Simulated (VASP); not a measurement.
Input of a VASP 6.6.1 run:

File INCAR:

```
SYSTEM = Cr
PREC = Accurate
ENCUT = 520
EDIFF = 1E-6
ISMEAR = -1
SIGMA = 0.1
LREAL = .FALSE.
LASPH = .TRUE.
NELM = 100
ALGO = Normal
ISIF = 2
LWAVE = .FALSE.
LCHARG = .FALSE.
GGA = RP
NBANDS = 19
```

The input KPOINTS:

```
regular mesh
0
G
  12 12 12
  0 0 0
```

File POSCAR:

```
Cr
1.0
    0.0000000000      2.6441119456      2.6441119456
    2.6441119456      0.0000000000      2.6441119456
    2.6441119456      2.6441119456      0.0000000000
Cr
2
Direct
    0.1250000000      0.1250000000      0.1250000000
    0.8750000000      0.8750000000      0.8750000000
```

Potentials or basis: VASP PAW PBE potentials, release 64 (Cr_pv).

Run with:

```console
$ cat potpaw_PBE.64/Cr_pv/POTCAR > POTCAR
$ mpirun -np 1 vasp_std > vasp.out
```

Estimate the band gap on the k mesh.

none (metal or under the smearing width).

What does it give for the pressure?

-6.2 GPa.

Caveat: the PAW data sets were made with another functional, which shifts forces and pressure a little; the run has no spin polarisation, though such a crystal can be magnetic. Spin polarisation is off, so any magnetic state and its effect on volume and gap are missing.
